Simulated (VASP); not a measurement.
Runs of VASP 6.6.1 on TiSi2. The structure is orthorhombic, space group Fddd (No. 70). Conventional cell: a = 4.779 Å, b = 8.235 Å, c = 8.526 Å, α = 90.00°, β = 90.00°, γ = 90.00°. Ti (site symmetry 222) is surrounded by 10 Si at 2.55 to 2.78 Å. Si (site symmetry 2) is surrounded by 5 Si at 2.52 to 2.79 Å and 5 Ti at 2.55 to 2.78 Å. The cell is a database's computed one.

```tsv
task	level	potentials or basis	cell	cutoff (eV)	smearing	gap on the mesh (eV)	pressure (GPa)	relaxed volume (Å³/atom)	largest force (eV/Å)
single point	PBE	VASP PAW PBE potentials, release 64 (Ti_sv, Si)	as given	520	gaussian 0.011 eV	none	2.0	-	0.01
relaxation of cell and atoms	LDA	VASP PAW LDA potentials, release 64 (Ti_sv, Si)	relaxed	600	fermi-dirac 0.05 eV	none	0.0	13.51	-
relaxation of cell and atoms	PBEsol	VASP PAW PBE potentials, release 64 (Ti_sv, Si)	relaxed	600	fermi-dirac 0.05 eV	none	0.0	(c)	-
band structure	LDA	VASP PAW LDA potentials, release 64 (Ti_sv, Si)	as given	520	fermi-dirac 0.05 eV	-	(b)	-	0.06
band structure	PBEsol	VASP PAW PBE potentials, release 64 (Ti_sv, Si)	as given	520	fermi-dirac 0.05 eV	-	(a)	-	0.05
relaxation of cell and atoms	RPBE	VASP PAW PBE potentials, release 64 (Ti_sv, Si)	relaxed	600	fermi-dirac 0.05 eV	none	0.0	14.40	-
relaxation of cell and atoms	PBE	VASP PAW PBE potentials, release 64 (Ti_sv, Si)	relaxed	600	fermi-dirac 0.05 eV	none	0.0	14.17	-
```

Alike in all rows: no spin polarisation; k mesh 7 × 7 × 7.

Estimate the missing entries.

(a) -1.8; (b) -4.9; (c) 13.79.

Caveats: the PAW data sets were made with another functional, which shifts forces and pressure a little (some runs).

A gap of «none» marks a metal or a gap under the smearing width.
